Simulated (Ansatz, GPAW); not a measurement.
**Si(111) with Br on 25 % of the top atoms and H on the rest: bands and core levels**

What would XPS and angle-resolved spectra of Si(111) with Br on 25 % of the top atoms and H on the rest look like?

Program: Ansatz 0.2.0 and GPAW 26.7.0. Level of theory: DFT, PBE, plane-wave PAW, default files, scalar-relativistic, in the first sound run; inputs show where later runs differ. Results are calculated unless marked as measured.

Most raw output is cut from this account.

## 1. The structure

The cell holds 32 atoms: 1 Br, 7 H and 24 Si. Its edges and angles: a = 7.679 Å, b = 7.679 Å, c = 24.774 Å, α = 90.0°, β = 90.0°, γ = 60.0°. It derives from Si. How the cell was made: terminated face; group: Br; share of top atoms: 0.25; rest: H; oxygen in back bonds: 0; lower face: H. Regions: ad, 4 atoms (1 Br and 3 H); L1, 4 atoms (4 Si); L2, 4 atoms (4 Si); L3, 4 atoms (4 Si); mid, 4 atoms (4 Si); rest, 12 atoms (8 Si and 4 H). Vacuum lies along c.

## 2. Relaxing the atoms

The cut or typed positions aren't at rest, and spectra shift with geometry, so the relaxation comes first. 12 atoms are held to stand for the bulk. A dipole correction cancels the field between unlike faces.

input.yaml

```yaml
crystal:
  lattice:
    - [7.6791796437, 0.0, 0.0]
    - [3.8395898218, 6.6503646517, 0.0]
    - [0.0, 0.0, 24.7737769138]
  atoms:
    - { symbol: Br, position: [0.0, 0.0, 0.717443165] }
    - { symbol: H, position: [0.5, 0.0, 0.681518082] }
    - { symbol: H, position: [0.0, 0.5, 0.681518082] }
    - { symbol: H, position: [0.5, 0.5, 0.681518082] }
    - { symbol: Si, position: [0.0, 0.0, 0.626217672] }
    - { symbol: Si, position: [0.5, 0.0, 0.626217672] }
    - { symbol: Si, position: [0.0, 0.5, 0.626217672] }
    - { symbol: Si, position: [0.5, 0.5, 0.626217672] }
[... 20 atom lines left out ...]
    - { symbol: H, position: [0.0, 0.0, 0.282556835] }
    - { symbol: H, position: [0.5, 0.0, 0.282556835] }
    - { symbol: H, position: [0.0, 0.5, 0.282556835] }
    - { symbol: H, position: [0.5, 0.5, 0.282556835] }
kpoints:
  mp_grid: { grid: [3, 3, 1] }
scf:
  occupations: { method: fermi_dirac, width: 0.02 }
  n_extra_bands: 23
hamiltonian:
  xc: pbe
  pseudopotentials: { kind: paw }
output:
  forces: true
  write_potential: true
  volumetric_format: []
efield:
  axis: 3
  dipole_correction: true
relax:
  f_tol: 0.03
  max_steps: 70
  constraints: [{ sites: [20, 21, 22, 23, 24, 25, 26, 27, 28, 29, 30, 31] }]
```

Launch:

```console
ansatz run input.yaml --threads 8 --pin off --max-ram 24576MiB --backend cpu --events-out ev --progress --plain --runs-dir out
```

Wall time 19 s (8 threads of Arm Neoverse V2, shared host); peak memory 1.8 GiB; 2.3 min of CPU time.

Step by step:

| step | energy less that of the first step (eV) | largest force component (eV/Å) |
| --- | --- | --- |
| 1 | 0.0000 | 2.8634 |
| 2 | -0.4377 | 1.0911 |
| 3 | -0.5257 | 0.0961 |
| 4 | -0.5271 | 0.0459 |
| 5 | -0.5276 | 0.0024 |

Forces are held to the 6 operations that the run works with; a distortion that breaks them can't arise in this run.

The atoms that moved most (Å):

| atom | dx | dy | dz | length |
| --- | --- | --- | --- | --- |
| H2 | 0.000 | -0.006 | 0.171 | 0.171 |
| H3 | -0.005 | 0.003 | 0.171 | 0.171 |
| H4 | 0.005 | 0.003 | 0.171 | 0.171 |
| Si10 | 0.000 | 0.000 | 0.043 | 0.043 |
| Si8 | -0.003 | -0.002 | 0.040 | 0.040 |
| Si6 | 0.000 | 0.004 | 0.040 | 0.040 |
| Si7 | 0.003 | -0.002 | 0.040 | 0.040 |
| Si9 | 0.000 | 0.013 | 0.037 | 0.039 |

Final coordinates:

```cif
data_structure
_symmetry_space_group_name_H-M 'P 1'
_symmetry_Int_Tables_number 1
_cell_length_a 7.6792
_cell_length_b 7.6792
_cell_length_c 24.7738
_cell_angle_alpha 90.000
_cell_angle_beta 90.000
_cell_angle_gamma 60.000
_cell_volume 1265.18
loop_
_atom_site_label
_atom_site_type_symbol
_atom_site_fract_x
_atom_site_fract_y
_atom_site_fract_z
_atom_site_occupancy
Br1 Br 0.00000 0.00000 0.71755 1
H2 H 0.50046 0.99908 0.68842 1
H3 H 0.99908 0.50046 0.68842 1
H4 H 0.50046 0.50046 0.68842 1
Si5 Si 0.00000 0.00000 0.62582 1
Si6 Si 0.49971 0.00058 0.62782 1
Si7 Si 0.00058 0.49971 0.62782 1
Si8 Si 0.49971 0.49971 0.62782 1
Si9 Si 0.83235 0.33529 0.59608 1
Si10 Si 0.33333 0.33333 0.59631 1
Si11 Si 0.83235 0.83235 0.59608 1
Si12 Si 0.33529 0.83235 0.59608 1
Si13 Si 0.83339 0.33321 0.50062 1
Si14 Si 0.33333 0.33333 0.50093 1
Si15 Si 0.83339 0.83339 0.50062 1
Si16 Si 0.33321 0.83339 0.50062 1
Si17 Si 0.16678 0.16678 0.46845 1
Si18 Si 0.66645 0.16678 0.46845 1
Si19 Si 0.16678 0.66645 0.46845 1
Si20 Si 0.66667 0.66667 0.46836 1
Si21 Si 0.16667 0.16667 0.37313 1
Si22 Si 0.66667 0.16667 0.37313 1
Si23 Si 0.16667 0.66667 0.37313 1
Si24 Si 0.66667 0.66667 0.37313 1
Si25 Si 0.00000 0.00000 0.34149 1
Si26 Si 0.50000 0.00000 0.34149 1
Si27 Si 0.00000 0.50000 0.34149 1
Si28 Si 0.50000 0.50000 0.34149 1
H29 H 0.00000 0.00000 0.28256 1
H30 H 0.50000 0.00000 0.28256 1
H31 H 0.00000 0.50000 0.28256 1
H32 H 0.50000 0.50000 0.28256 1
```

This step gave:

* free energy: -18153.8785 eV
* Fermi energy: 0.1263 eV
* symmetry operations: 6
* gap on the k-mesh: 1.108 eV
* ionisation potential, upper face: 5.156 eV
* upper vacuum level less the lowest empty level (Kohn–Sham affinity): 4.048 eV
* ionisation potential, lower face: 4.681 eV

The relaxation ends 16 meV an atom lower, with a largest force component of 0.0024 eV/Å on the free atoms.

## 3. Bands by layer

The main run: bands along the zone's path, each state's share in the top and middle regions, the DOS and the planar potential. The cell holds 4 small cells, so the bands are unfolded.

input.yaml

```yaml
crystal:
  lattice:
    - [7.6791796437, 0.0, 0.0]
    - [3.8395898218, 6.6503646517, 0.0]
    - [0.0, 0.0, 24.7737769138]
  atoms:
    - { symbol: Br, position: [0.0, 0.0, 0.7175500001] }
    - { symbol: H, position: [0.5004603057, -0.0009206114, 0.6884249928] }
    - { symbol: H, position: [-0.0009206114, 0.5004603057, 0.6884249928] }
    - { symbol: H, position: [0.5004603057, 0.5004603057, 0.6884249928] }
    - { symbol: Si, position: [0.0, 0.0, 0.6258202036] }
    - { symbol: Si, position: [0.4997080495, 0.0005839011, 0.6278241053] }
    - { symbol: Si, position: [0.0005839011, 0.4997080495, 0.6278241053] }
    - { symbol: Si, position: [0.4997080495, 0.4997080495, 0.6278241053] }
[... 20 atom lines left out ...]
    - { symbol: H, position: [0.0, 0.0, 0.282556835] }
    - { symbol: H, position: [0.5, 0.0, 0.282556835] }
    - { symbol: H, position: [0.0, 0.5, 0.282556835] }
    - { symbol: H, position: [0.5, 0.5, 0.282556835] }
kpoints:
  mp_grid: { grid: [3, 3, 1] }
scf:
  occupations: { method: fermi_dirac, width: 0.02 }
  n_extra_bands: 36
hamiltonian:
  xc: pbe
  pseudopotentials: { kind: paw }
output:
  forces: true
  write_potential: true
  volumetric_format: []
  dos:
    projected:
      site_lists:
        adsorbate: [0, 1, 2, 3]
        layer_1: [4, 5, 6, 7]
        layer_2: [8, 9, 10, 11]
        layer_3: [12, 13, 14, 15]
        middle: [16, 17, 18, 19]
        other_layers: [20, 21, 22, 23, 24, 25, 26, 27, 28, 29, 30, 31]
    de: 0.05
    e_range: [-30, 12]
    method: { smearing: { sigma: 0.12, scheme: gaussian } }
  eigenstates:
    kpoints:
      - [0.33333333, -0.33333333, 0.0]
      - [0.25, -0.375, 0.0]
      - [0.16666667, -0.41666667, 0.0]
      - [0.08333333, -0.45833333, 0.0]
      - [0.0, 0.5, 0.0]
      - [-0.08333333, 0.45833333, 0.0]
      # [... 29 more points ...]
      - [0.25, 0.5, 0.0]
      - [0.29166667, -0.41666667, 0.0]
    e_range: [-8.0, 6.0]
    unfold:
      supercell_matrix: [[2, 0, 0], [0, 2, 0], [0, 0, 1]]
      layers:
        axis: 3
        edges: [0.121096, 0.389657, 0.394569, 0.605538, 0.612066, 0.879008]
efield:
  axis: 3
  dipole_correction: true
```

The job ended after 2.2 min (8 threads; peak memory 6.7 GiB; 17 min of CPU time).

Numbers from this step:

- zero of energy: valence-band maximum
- share of occupied states in no projected shell: 0.0115 of the occupied states in the window

A(k,E), total over k along the path and E. Zero: valence-band maximum.

Ten even steps from '_' (0.0 eV⁻¹) to '@' (7.6 eV⁻¹), each cell a mean:
```
--::::==--======++**::......::==**------::......____..------
..::::--******++--::**==----++##++==::----------::::----::..
______..::--++++******%%@@@@##==::::::....::::::--==--..____
__..::..__....::==++==++========--......______....::==--..__
==------------------====--====--::::::::--......::::....--==
______________________..--::____::::::::--======----........
____________________________________..::::..::::::__________
____________________________________________..______________
______________________..::..________________________________
__________________..--++++++--::..__________________________
______________..----++++++++++==::::::::..__________________
______....::::--==++==--::::==++======----::::::::..________
::::::....::----::--..______..::::::::--------------::::::::
::::::--==++==::--::__________..::::::::::::--------::::::::
::::::--==::..--::______________..--....::::::::::--==--::::
----==--::----::::..............::::::::::::::::::::--==----
====----::......__________________......::::::::::::----====
__________..________________________....____________________
________..............................__..__________________
____..........________________________......________________
::::::::....................................::--------------
....____....____________________________........________....
```
Columns: k along the path (Å⁻¹) from 0 to 2.58; rows upwards: E (eV) from -7.14 to 4.90.

A(k,E), top over k along the path and E. Zero: valence-band maximum.

Values in eV⁻¹, 12 rows by 16 columns, each cell a mean:
```
0.60 0.57 0.78 0.79 0.68 0.86 0.63 0.70 0.99 0.58 0.52 0.40 0.31 0.25 0.60 0.63
0.10 0.22 0.30 0.50 0.74 0.81 1.07 0.98 0.53 0.37 0.26 0.29 0.37 0.47 0.37 0.10
0.43 0.33 0.32 0.33 0.35 0.47 0.45 0.47 0.44 0.39 0.40 0.32 0.25 0.41 0.31 0.43
0.03 0.03 0.03 0.02 0.04 0.05 0.13 0.09 0.06 0.15 0.24 0.35 0.41 0.21 0.07 0.03
0.01 0.01 0.01 0.01 0.02 0.05 0.22 0.14 0.04 0.02 0.02 0.03 0.03 0.02 0.01 0.01
0.03 0.03 0.04 0.09 0.27 0.57 0.66 0.67 0.42 0.23 0.16 0.09 0.06 0.04 0.03 0.03
0.29 0.29 0.33 0.53 0.60 0.52 0.31 0.38 0.56 0.53 0.52 0.54 0.55 0.44 0.32 0.28
0.61 0.59 0.73 0.63 0.57 0.32 0.24 0.26 0.44 0.54 0.52 0.54 0.49 0.60 0.59 0.62
0.75 0.80 0.63 0.52 0.36 0.34 0.36 0.36 0.34 0.49 0.50 0.50 0.61 0.64 0.78 0.75
0.20 0.13 0.15 0.16 0.09 0.09 0.09 0.09 0.09 0.12 0.21 0.18 0.15 0.13 0.14 0.20
0.06 0.15 0.29 0.29 0.28 0.27 0.25 0.26 0.27 0.29 0.30 0.18 0.05 0.05 0.05 0.06
0.27 0.24 0.21 0.17 0.17 0.17 0.16 0.17 0.16 0.17 0.18 0.28 0.31 0.30 0.28 0.27
```
Columns: k along the path (Å⁻¹) from 0 to 2.58; rows upwards: E (eV) from -7.14 to 4.90.

A(k,E), middle over k along the path and E. Zero: valence-band maximum.

Ten even steps from '_' (0.02 eV⁻¹) to '@' (3.31 eV⁻¹), each cell a mean:
```
--::::++==========++..______..--**::::::........____..------
..::::--##%%##**--..++--..::==**++++----========--..----::..
______::::--++++**##**%%@@@@##++------::::::::::--++--::____
..::::......::--==++++******++==--..::::____......::**==::..
**++================++++====++==::::::----::....::--..::==**
......________________::----....::--::::--==++======::::....
__________________________________..::::::::::----..________
__________________________________________......____________
______________________..::..________________________________
__________________::--++++++==::::__________________________
____________..::----++**####**==::::::::..__________________
______..::::::==++**++++----******====--------::::..________
::::::....::==------::______..--------------==----==----::::
--------==++==----::__________..::::::::----======--::------
::::------::..::::______________..::....::::::::--==----::::
::::--::::::::::::..............::::::............::--::::::
======--::..::::__________________..::..............::======
..________::..______________________..::__________________..
________::..__........................__::__________________
____..::....__________________________....::________________
----::......::::::::::::....::::::::::......--==============
....__..::..__________________________..::..........__......
```
Columns: k along the path (Å⁻¹) from 0 to 2.58; rows upwards: E (eV) from -7.14 to 4.90.

A(k,E), bottom over k along the path and E. Zero: valence-band maximum.

Ten even steps from '0' (0.01 eV⁻¹) to '9' (2.67 eV⁻¹), each cell a mean:
```
322334445621112464332110001333
122345442275336753222222213321
000112445558996322211112233100
011000123433333321110000023210
322222111233333322122100220123
000000000001210011222444311000
000000000000000000111111100000
000000000000000000000000000000
000000000000210000000000000000
000000000134653110000000000000
000000012344345322110000000000
000011133332113333332211100000
011001322210000221112333221110
111124312100000021111111222111
222331131000000013211100123222
444323311111111111232222222444
432321000000000000012222223334
000000000000000000000000000000
000010111111111111101000000000
000112100000000000011100000000
221210111111111111111122222222
000011000000000000001110000000
```
Columns: k along the path (Å⁻¹) from 0 to 2.58; rows upwards: E (eV) from -7.14 to 4.90.

Peaks of A(k,E) at the labelled points: for each region the eleven nearest the zero at most, each over 6 % of that point's highest, less those above the energy where the solved bands run out; weight and spread sum the levels within three half widths or 0.3 eV, so near peaks share levels. Peaks of the spectral function, the first 40 of 130 rows:

| point | weight on | E (eV) | A (1/eV) | weight near the peak | rms spread of levels (eV) |
| --- | --- | --- | --- | --- | --- |
| K | total | -4.06 | 4.643 | 2.137 | 0.149 |
| K | total | -3.92 | 5.325 | 2.732 | 0.149 |
| K | total | -3.72 | 4.466 | 2.182 | 0.137 |
| K | total | -3.08 | 4.101 | 1.124 | 0.047 |
| K | total | -2.34 | 3.149 | 1.977 | 0.13 |
| K | total | -2.18 | 4.738 | 1.931 | 0.12 |
| K | total | -1.8 | 0.795 | 0.274 | 0.096 |
| K | total | -1.6 | 0.921 | 0.273 | 0.094 |
| K | total | 2.16 | 2.588 | 0.574 | 0 |
| K | total | 2.58 | 8.518 | 2.377 | 0.054 |
| K | total | 3.36 | 0.58 | 0.107 | 0.065 |
| K | top | -3.06 | 0.916 | 0.303 | 0.058 |
| K | top | -2.98 | 0.878 | 0.356 | 0.116 |
| K | top | -2.72 | 0.454 | 0.322 | 0.208 |
| K | top | -2.46 | 0.66 | 0.368 | 0.178 |
| K | top | -2.36 | 0.72 | 0.424 | 0.143 |
| K | top | -2.18 | 0.898 | 0.405 | 0.129 |
| K | top | -1.8 | 0.388 | 0.171 | 0.097 |
| K | top | -1.6 | 0.494 | 0.171 | 0.096 |
| K | top | -1.16 | 0.125 | 0.029 | 0.047 |
| K | top | 2.16 | 0.531 | 0.121 | 0 |
| K | top | 2.58 | 1.405 | 0.391 | 0.055 |
| K | middle | -4.38 | 2.744 | 0.7 | 0.02 |
| K | middle | -4.08 | 1.711 | 0.715 | 0.165 |
| K | middle | -3.7 | 1.255 | 0.482 | 0.13 |
| K | middle | -3.08 | 1.854 | 0.487 | 0.04 |
| K | middle | -2.34 | 1.838 | 1.168 | 0.125 |
| K | middle | -2.18 | 2.872 | 1.146 | 0.117 |
| K | middle | -1.6 | 0.35 | 0.085 | 0.087 |
| K | middle | 2.16 | 1.705 | 0.386 | 0 |
| K | middle | 2.58 | 4.885 | 1.361 | 0.053 |
| K | middle | 3.36 | 0.294 | 0.053 | 0.039 |
| K | middle | 4.6 | 2.302 | 0.87 | 0.104 |
| K | bottom | -6.56 | 1.898 | 0.477 | 0.003 |
| K | bottom | -4.38 | 0.756 | 0.169 | 0.021 |
| K | bottom | -3.92 | 3.307 | 1.106 | 0.098 |
| K | bottom | -3.72 | 1.771 | 1.207 | 0.133 |
| K | bottom | -3.08 | 1.255 | 0.31 | 0.029 |
| K | bottom | -2.2 | 0.861 | 0.343 | 0.12 |
| K | bottom | 2.16 | 0.324 | 0.061 | 0 |

The DOS has structure finer than the step of the table below, so its rows give means over 0.5 eV, whole bins alone (the curve runs from -17.0 to 4.63 eV). Peaks (eV: height): total -6.47: 28.1, -1.67: 25.4, 3.53: 26.8, 4.33: 45.5; Si 3p -4.07: 17.1, -2.17: 17.2, -1.67: 21.8, 4.23: 22.9; Si 3s -10.57: 8.43, -9.47: 8.67, -8.97: 12.3, -6.57: 11.7; H 1s -6.47: 2.22, -5.37: 1.80, -3.57: 3.04, -2.77: 1.86; Br 4p -3.17: 2.05, -2.57: 3.55, -2.17: 2.63, -1.57: 1.85.

DOS against E, zero at the valence-band maximum; means over each step; values in states/eV/cell:

| E (eV) | total | Si 3p | Si 3s | H 1s | Br 4p | Br 4s |
| --- | --- | --- | --- | --- | --- | --- |
| -16.0 | 0 | 0 | 0 | 0 | 0 | 0 |
| -15.5 | 0.310 | 0.0288 | 0.0168 | 1.1e-4 | 0.00128 | 0.262 |
| -15.0 | 3.69 | 0.342 | 0.200 | 0.00127 | 0.0153 | 3.12 |
| -14.5 | 8.8e-4 | 8.2e-5 | 4.8e-5 | 0 | 3.6e-6 | 7.4e-4 |
| -14.0 | 0 | 0 | 0 | 0 | 0 | 0 |
| -13.5 | 0 | 0 | 0 | 0 | 0 | 0 |
| -13.0 | 0 | 0 | 0 | 0 | 0 | 0 |
| -12.5 | 0 | 0 | 0 | 0 | 0 | 0 |
| -12.0 | 0.0118 | 5.8e-4 | 0.0109 | 2.6e-4 | 1.3e-5 | 2.8e-5 |
| -11.5 | 1.49 | 0.180 | 1.27 | 0.0293 | 0.00157 | 0.00318 |
| -11.0 | 2.41 | 0.383 | 1.94 | 0.0631 | 0.00368 | 0.00715 |
| -10.5 | 6.89 | 1.58 | 5.04 | 0.196 | 0.0124 | 0.0203 |
| -10.0 | 5.75 | 1.41 | 4.01 | 0.250 | 0.0174 | 0.0217 |
| -9.5 | 10.0 | 2.67 | 6.96 | 0.277 | 0.0225 | 0.0234 |
| -9.0 | 11.5 | 3.14 | 7.61 | 0.592 | 0.0544 | 0.0394 |
| -8.5 | 5.26 | 1.57 | 3.33 | 0.284 | 0.0272 | 0.0137 |
| -8.0 | 5.35 | 1.51 | 3.17 | 0.545 | 0.0608 | 0.0259 |
| -7.5 | 5.26 | 1.85 | 2.82 | 0.471 | 0.0606 | 0.0177 |
| -7.0 | 2.85 | 1.10 | 1.43 | 0.253 | 0.0318 | 0.00834 |
| -6.5 | 16.8 | 8.18 | 6.89 | 1.28 | 0.199 | 0.0445 |
| -6.0 | 7.32 | 3.63 | 2.98 | 0.514 | 0.102 | 0.0112 |
| -5.5 | 5.86 | 2.38 | 1.88 | 1.15 | 0.301 | 0.0383 |
| -5.0 | 3.41 | 1.75 | 1.01 | 0.457 | 0.133 | 0.0127 |
| -4.5 | 4.07 | 2.60 | 0.713 | 0.438 | 0.254 | 0.00959 |
| -4.0 | 17.1 | 12.4 | 0.779 | 2.46 | 1.16 | 0.0302 |
| -3.5 | 17.4 | 12.6 | 1.57 | 2.03 | 0.964 | 0.00964 |
| -3.0 | 16.4 | 13.1 | 0.578 | 0.977 | 1.55 | 0.00208 |
| -2.5 | 19.7 | 15.3 | 0.825 | 0.851 | 2.50 | 9.9e-4 |
| -2.0 | 17.7 | 14.9 | 0.646 | 0.338 | 1.60 | 0.00155 |
| -1.5 | 18.4 | 15.7 | 0.530 | 0.643 | 1.24 | 0.00193 |
| -1.0 | 10.2 | 9.31 | 0.109 | 0.398 | 0.241 | 8.6e-4 |
| -0.5 | 3.59 | 3.48 | 4.5e-4 | 8.5e-5 | 0.0301 | 0 |
| 0.0 | 1.13 | 1.09 | 1.5e-4 | 2.7e-5 | 0.00599 | 0 |
| 0.5 | 0.00653 | 0.00613 | 9.8e-5 | 0 | 2.9e-5 | 0 |
| 1.0 | 2.39 | 1.33 | 0.660 | 0.0362 | 0.0130 | 0.00283 |
| 1.5 | 3.78 | 2.05 | 1.01 | 0.0744 | 0.0659 | 0.00978 |
| 2.0 | 14.3 | 7.74 | 3.72 | 0.459 | 0.253 | 0.0383 |
| 2.5 | 15.3 | 8.51 | 3.49 | 0.536 | 0.182 | 0.0343 |
| 3.0 | 18.3 | 10.3 | 3.57 | 0.635 | 0.169 | 0.0323 |
| 3.5 | 22.2 | 13.9 | 2.56 | 1.31 | 0.0920 | 0.0191 |
| 4.0 | 20.1 | 11.0 | 2.41 | 0.774 | 0.0951 | 0.0171 |

(Part 1 of 2 ends here.)

[Logs are printed without paths, hosts, clocks, repeated set-up lines and the standing remarks that a program may print on its own settings, such as how far it seeks lower states.]

[Hosts, paths, dates, database ids (printed as entryN), source tags and the programs' standing remarks are cut or masked in the printed files.]

[Maps of the electrostatic potential energy from Ansatz leave out the sawtooth potential of an applied field or a dipole correction, so their vacuum need not be flat; work functions include it.]
